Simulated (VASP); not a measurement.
Write the native input for VASP 6.6.1 that does the following.

```yaml
Task: single point
Functional: LDA
Potentials_or_basis: VASP PAW LDA potentials, release 64 (Ta_pv)
Cutoff: 520 eV
k_mesh: 10 × 10 × 10
Occupations: fermi-dirac, width 0.1 eV
Spin: no spin polarisation
Dipole_correction: no
Further_INCAR_settings: ALGO = Normal; EDIFF = 1e-06; NBANDS = 18
```

The structure of Ta lies in POSCAR:

```
Ta
1.0
    0.0000000000      2.9669587112      2.9669587112
    2.9669587112      0.0000000000      2.9669587112
    2.9669587112      2.9669587112      0.0000000000
Ta
2
Direct
    0.1250000000      0.1250000000      0.1250000000
    0.8750000000      0.8750000000      0.8750000000
```

This isn't the form of Ta at room conditions, which is bcc.

One way to write it, as run:

INCAR

```
SYSTEM = Ta
PREC = Accurate ; ENCUT = 520
EDIFF = 1E-6 ; ISMEAR = -1
SIGMA = 0.1 ; LREAL = .False.
LASPH = .True. ; NELM = 80
ALGO = Normal ; ISIF = 2
LWAVE = .False. ; LCHARG = .False.
GGA = CA ; NBANDS = 18
```

KPOINTS

```
Automatic mesh
0
Gamma
  10 10 10
  0 0 0
```

Potentials or basis: VASP PAW LDA potentials, release 64 (Ta_pv).

Command:

```console
$ cat potpaw_LDA.64/Ta_pv/POTCAR > POTCAR
$ mpirun -np 1 vasp_std > vasp.out
```

Results of the run:

| Quantity | Value |
| --- | --- |
| Pressure | 0.3 GPa |
| Band gap on the k mesh | none (metal or under the smearing width) |

It took 9.9 s on 1 thread of Intel(R) Xeon(R) 6975P-C (Granite Rapids) (shared host), peak memory 0.17 GiB.
